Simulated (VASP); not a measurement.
A run of VASP 6.6.1 is set up as follows.

INCAR

```
SYSTEM = CaF2
ALGO = Normal
EDIFF = 1E-8
ENCUT = 520
GGA = PE
ISIF = 2
ISMEAR = 0
KPAR = 2
LASPH = .True.
LCHARG = .False.
LEPSILON = .True.
LREAL = .False.
LWAVE = .False.
NELM = 80
PREC = Accurate
SIGMA = 0.03
```

File KPOINTS:

```
k-points
0
Monkhorst
  14 14 14
  0 0 0
```

File POSCAR:

```
CaF2                                    
1.0
    0.0000000000      2.7123156406      2.7123156406
    2.7123156406      0.0000000000      2.7123156406
    2.7123156406      2.7123156406      0.0000000000
  Ca              F             
     1     2
Direct
     0.0000000000000000    0.0000000000000000    0.0000000000000000
     0.2500000000000000    0.2500000000000000    0.2500000000000000
     0.7500000000000000    0.7500000000000000    0.7500000000000000
```

Potentials or basis: VASP PAW PBE potentials, release 64 (Ca_sv, F).

Run with:

```sh
$ cat potpaw_PBE.64/Ca_sv/POTCAR potpaw_PBE.64/F/POTCAR > POTCAR
$ mpirun -np 2 vasp_std > vasp.out
```

Problem. What does it give for the electronic dielectric tensor (diagonal)?

Solution. 2.29.

Problem. What does it give for the Born charges (mean of the diagonal)?

Solution. Ca +2.37; F -1.19 e.

Born effective charge tensors (e):
atom 1, Ca
```
2.37 0.00 0.00
0.00 2.37 0.00
0.00 0.00 2.37
```
atom 2, F
```
-1.19  0.00  0.00
 0.00 -1.19  0.00
 0.00  0.00 -1.19
```
atom 3, F
```
-1.19  0.00  0.00
 0.00 -1.19  0.00
 0.00  0.00 -1.19
```
